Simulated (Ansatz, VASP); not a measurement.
One calculation of Rh, two programs

The input INCAR:

```
SYSTEM = Rh
ALGO     = Normal         ! electronic algorithm
EDIFF    = 1E-6           ! SCF threshold, eV
ENCUT    = 520            ! plane-wave cutoff, eV
GGA      = RE             ! functional
ISIF     = 2              ! what is computed and relaxed
ISMEAR   = -1             ! smearing method
LASPH    = .TRUE.         ! aspherical terms in the spheres
LCHARG   = .FALSE.        ! write CHGCAR
LREAL    = .FALSE.        ! projectors in reciprocal space
LWAVE    = .FALSE.        ! write WAVECAR
NBANDS   = 14             ! bands
NELM     = 80             ! most SCF steps
PREC     = Accurate       ! precision mode
SIGMA    = 0.05           ! smearing width, eV
```

The input KPOINTS:

```
k-points
0
G
  12 12 12
  0 0 0
```

File POSCAR:

```
Rh
1.0
    0.0000000000      1.9350721950      1.9350721950
    1.9350721950      0.0000000000      1.9350721950
    1.9350721950      1.9350721950      0.0000000000
Rh
1
Direct
    0.0000000000      0.0000000000      0.0000000000
```

The input input.yaml:

```yaml
crystal:
  lattice:
    - [0.0, 1.935072195, 1.935072195]
    - [1.935072195, 0.0, 1.935072195]
    - [1.935072195, 1.935072195, 0.0]
  atoms:
    - { symbol: Rh, position: [0.0, 0.0, 0.0] }
hamiltonian:
  xc: revpbe
  pseudopotentials: { kind: nc, accuracy: standard, xc_functional: pbesol }
kpoints:
  mp_grid: { grid: [12, 12, 12] }
scf:
  occupations: { method: fermi_dirac, width: 0.05 }
output:
  forces: true
  stress: true
  eigenvalues: true
  write_density: true
  write_potential: true
  elf: true
  volumetric_format: npy
```

Alike in both runs: task single point; functional revPBE; k mesh 12 × 12 × 12; occupations fermi-dirac, width 0.05 eV; no spin polarisation.

|  | VASP | Ansatz |
| --- | --- | --- |
| version | VASP 6.6.1 | Ansatz 0.2.0 |
| potentials or method | VASP PAW PBE potentials, release 64 (Rh_pv) | PseudoDojo standard (PBEsol files) |
| plane-wave cutoff (eV) | 520 | 1197 |
| valence electrons in the cell | 15 | 17 |

|  | VASP | Ansatz | Ansatz less VASP |
| --- | --- | --- | --- |
| gap on the k mesh at the Fermi level (eV) | none | none | - |
| pressure (GPa) | -4.2 | -4.3 | -0.09 |

A gap of «none» marks a metal or a gap that the smearing closes. With one functional, cell and mesh, what is left measures potentials, basis and numerics. The two sets of potentials don't hold the same shells in valence.

Caveats: the PAW data sets were made with another functional, which shifts forces and pressure a little (VASP); the potentials were made for another functional, which shifts forces and pressure (Ansatz).
